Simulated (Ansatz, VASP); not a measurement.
# Ta16N16F (F on TaN(001)): VASP beside Ansatz, part 2 of 2

Aim: how closely do two programs agree when they are given the same cell, functional and k mesh?

VASP 6.6.1 and Ansatz 0.2.0.

So far: Set-up; Ansatz: single point, PBEsol.

## Step 3: VASP: single point, PBEsol

Level of this step: PBEsol; plane waves and PAW (Ta_pv, N, F) (VASP).

The same cell, functional, mesh and smearing now go to VASP, with its own data sets and cutoff.

Lines of VASP's logs that name or quote its potential files are left out, and so is its time.

INCAR reads:

```
SYSTEM = Ta16N16F
PREC = Normal
ENCUT = 400
EDIFF = 1E-06
NELM = 120
ISMEAR = 1
SIGMA = 0.1
LREAL = Auto
ALGO = Fast
GGA = PS
NBANDS = 160
LASPH = .TRUE.
LORBIT = 11
LWAVE = .FALSE.
LCHARG = .FALSE.
KPAR = 4
NCORE = 2
IDIPOL = 3
LDIPOL = .TRUE.
DIPOL = 0.5 0.5 0.471
LVHAR = .TRUE.
LVACPOTAV = .TRUE.
NEDOS = 1500
```

POSCAR reads:

```
Ta16N16F
1.0
    6.1942554030      0.0000000000      0.0000000000
    0.0000000000      6.1942554030      0.0000000000
    0.0000000000      0.0000000000     24.4200000000
Ta N F
16 16 1
Selective dynamics
Direct
    0.0000000000      0.0000000000      0.3276003280  F F F
    0.0000000000      0.5000000000      0.3276003280  F F F
    0.5000000000      0.0000000000      0.3276003280  F F F
    0.5000000000      0.5000000000      0.3276003280  F F F
    0.2500000000      0.2500000000      0.4172809170  F F F
    0.2500000000      0.7500000000      0.4172809170  F F F
    0.7500000000      0.2500000000      0.4172809170  F F F
    0.7500000000      0.7500000000      0.4172809170  F F F
    0.0044323922      0.0044323922      0.5132466965  T T T
    0.0044323922      0.4955676078      0.5132466965  T T T
    0.4955676078      0.0044323922      0.5132466965  T T T
    0.4955676078      0.4955676078      0.5132466965  T T T
    0.2500000000      0.2500000000      0.6017166255  T T T
    0.2500000000      0.7500000000      0.5940749598  T T T
    0.7500000000      0.2500000000      0.5940749598  T T T
    0.7500000000      0.7500000000      0.5934280653  T T T
    0.2500000000      0.2500000000      0.3276003280  F F F
    0.2500000000      0.7500000000      0.3276003280  F F F
    0.7500000000      0.2500000000      0.3276003280  F F F
    0.7500000000      0.7500000000      0.3276003280  F F F
    0.0000000000      0.0000000000      0.4172809170  F F F
    0.0000000000      0.5000000000      0.4172809170  F F F
    0.5000000000      0.0000000000      0.4172809170  F F F
    0.5000000000      0.5000000000      0.4172809170  F F F
    0.2500000000      0.2500000000      0.5070520200  T T T
    0.2500000000      0.7500000000      0.5082456880  T T T
    0.7500000000      0.2500000000      0.5082456880  T T T
    0.7500000000      0.7500000000      0.5081499192  T T T
    0.9969228157      0.9969228157      0.6054004653  T T T
    0.9969228157      0.5030771843      0.6054004653  T T T
    0.5030771843      0.9969228157      0.6054004653  T T T
    0.5030771843      0.5030771843      0.6054004653  T T T
    0.2500000000      0.2500000000      0.6803181892  T T T
```

KPOINTS reads:

```
Automatic mesh
0
Gamma
4 4 1
0 0 0
```

PAW data sets: Ta_pv, N and F (PBE family, release 64).

Run with:

```sh
mpirun -np 8 vasp_std
```

Numbers of over 12 decimals in the logs are rounded to 6 here.

The log of the run:

```text
[banner, memory and clock lines left out]
running    8 mpi-ranks, on    1 nodes
[...]
|                                                                             |
|               ----> ADVICE to this user running VASP <----                  |
|                                                                             |
|     You enforced a specific xc type in the INCAR file but a different       |
|     [... a line on the potential file left out ...]
|     I HOPE YOU KNOW WHAT YOU ARE DOING!                                     |
|                                                                             |

 LDA part: xc-table for (Slater+PW92), standard interpolation
 POSCAR, INCAR and KPOINTS ok, starting setup
[...]
entering main loop
       N       E                     dE             d eps       ncg     rms          rms(c)
DAV:   1     0.229016477684E+04    0.22902E+04   -0.12836E+05  2296   0.123E+03
DAV:   2    -0.212479662763E+03   -0.25026E+04   -0.24505E+04  2272   0.381E+02
[...]
RMM:  30    -0.370652774881E+03   -0.43549E-05   -0.21409E-06  1091   0.843E-04    0.379E-04
RMM:  31    -0.370652776274E+03   -0.13928E-05   -0.11759E-06  1030   0.761E-04    0.148E-04
RMM:  32    -0.370652776548E+03   -0.27356E-06   -0.71640E-07   784   0.596E-04
|                                                                             |
|           W    W    AA    RRRRR   N    N  II  N    N   GGGG   !!!           |
|           W    W   A  A   R    R  NN   N  II  NN   N  G    G  !!!           |
|           W    W  A    A  R    R  N N  N  II  N N  N  G       !!!           |
|           W WW W  AAAAAA  RRRRR   N  N N  II  N  N N  G  GGG   !            |
|           WW  WW  A    A  R   R   N   NN  II  N   NN  G    G                |
|           W    W  A    A  R    R  N    N  II  N    N   GGGG   !!!           |
|                                                                             |
|     Did not find any points to average over, which means that no vacuum     |
|     field-free region was found. Please increase the size of  your cell     |
|     in the dimension of the dipole correction to obtain accurate            |
|     workfunction values.                                                    |
|                                                                             |

   1 F= -.37065278E+03 E0= -.37064815E+03  d E =-.138710E-01
```

OUTCAR, selected parts (step 3):

```text
  Total      -48.8884444    -48.8884444    -14.5465748      0.0000000     -0.0000000      0.0000000
  in kB      -83.5974296    -83.5974296    -24.8741042      0.0000000     -0.0000000      0.0000000
  external PRESSURE =     -64.0229878 kB  Pullay stress =       0.0000000 kB

 POSITION                                       TOTAL-FORCE (eV/Angst)
 -----------------------------------------------------------------------------------
      0.00000      0.00000      8.00000         0.077135      0.077135      2.037614
      0.00000      3.09713      8.00000         0.077135     -0.077135      2.037614
      3.09713      0.00000      8.00000        -0.077135      0.077135      2.037614
      3.09713      3.09713      8.00000        -0.077135     -0.077135      2.037614
      1.54856      1.54856     10.19000        -0.000000     -0.000000     -0.953612
      1.54856      4.64569     10.19000        -0.000000     -0.000000     -1.122228
      4.64569      1.54856     10.19000        -0.000000     -0.000000     -1.122228
      4.64569      4.64569     10.19000        -0.000000     -0.000000     -0.685115
      0.02746      0.02746     12.53348        -0.002464     -0.002464      0.002254
      0.02746      3.06967     12.53348        -0.002464      0.002464      0.002254
      3.06967      0.02746     12.53348         0.002464     -0.002464      0.002254
      3.06967      3.06967     12.53348         0.002464      0.002464      0.002254
      1.54856      1.54856     14.69392        -0.000000     -0.000000      0.020085
      1.54856      4.64569     14.50731        -0.000000     -0.000000      0.013854
[...]
-----------------------------------------------------------------------------------
    total drift:                                0.000000      0.000000     -0.065717

  FREE ENERGIE OF THE ION-ELECTRON SYSTEM (eV)
  ---------------------------------------------------
  free  energy   TOTEN  =      -370.6527765478 eV

  energy  without entropy=     -370.6389055865  energy(sigma->0) =     -370.64815289

[... 3 further parts left out ...]
[key lines of the parts left out:]
E-fermi :   0.8449
```

## Step 4: Differences

Known differences besides the potentials themselves: the data sets hold 295 valence electrons in Ansatz (default PAW (the set named soft_2) files) and 263 in VASP; the cutoff is 420 eV in Ansatz and 400 eV in VASP (PREC = Normal, projectors in real space); Ansatz makes its cores anew for this functional, VASP keeps those of its PBE data sets. Total energies have different zeros and are not compared.

Compared:

```csv
quantity,Ansatz,VASP,difference
"work function, lower of the two faces (eV)",3.79,3.78,+0.01
"work function, higher of the two faces (eV)",4.51,4.54,-0.03
```

Forces on 10 of the 33 atoms, those with the largest forces and the largest differences (eV/Å; atoms numbered as in POSCAR):

```csv
atom,"Ansatz x, y, z","VASP x, y, z"
Ta1,"0.078, 0.078, 2.081","0.077, 0.077, 2.038"
Ta2,"0.078, -0.078, 2.081","0.077, -0.077, 2.038"
Ta3,"-0.078, 0.078, 2.081","-0.077, 0.077, 2.038"
Ta4,"-0.078, -0.078, 2.081","-0.077, -0.077, 2.038"
Ta13,"0.000, 0.000, 0.159","0.000, 0.000, 0.020"
Ta16,"0.000, 0.000, -0.063","0.000, 0.000, 0.002"
N17,"0.000, 0.000, -1.385","0.000, 0.000, -1.424"
N19,"0.000, 0.000, -1.255","0.000, 0.000, -1.295"
N20,"0.000, 0.000, -1.285","0.000, 0.000, -1.326"
F33,"0.000, 0.000, -0.150","0.000, 0.000, 0.006"
```

The forces differ by 27 meV/Å r.m.s., which is 5.1 % of the r.m.s. force of 0.53 eV/Å (both taken over all components, held atoms included). VASP's log warns that it found no field-free region in the vacuum, so its work functions are uncertain.

## Step 5: What the set-up changes

Further runs change the set-up of one program: Ansatz's method, potentials or start, or VASP's data sets, cutoff or form of LDA. The table gives Ansatz less VASP for each quantity, since a change that brings one quantity closer may part another.

```csv
run,r.m.s. force difference (meV/Å),"work function, lower of the two faces (eV)","work function, higher of the two faces (eV)"
as above,27,0.013,-0.030
cores kept as stored,28,0.012,-0.030
norm-conserving potentials (cutoff 1143 eV),45,0.011,-0.026
```

## Step 6: Results

| Property | Result |
| --- | --- |
| r.m.s. force difference (single point, PBEsol) | 5.1 % of the r.m.s. force |

In words: The r.m.s. force difference is 5.1 % of the r.m.s. force (single point, PBEsol), beyond the 3 % picked in this series as the mark of a large difference. Single point, PBEsol, norm-conserving potentials (cutoff 1143 eV): r.m.s. force difference goes from 27 to 45 meV/Å. 1 further run of this series is not shown here. Such differences can come from data sets, numerical settings and the points named under the comparisons, not from the functional's error against experiment.

[Lines on the potential files, build, host, timing and source positions are cut from VASP's logs without a mark.]

[Logs are printed without paths, hosts, clocks, repeated set-up lines and the standing remarks that a program may print on its own settings, such as how far it seeks lower states.]

[Hosts, paths, dates, database ids (printed as entryN), source tags and the programs' standing remarks are cut or masked in the printed files.]
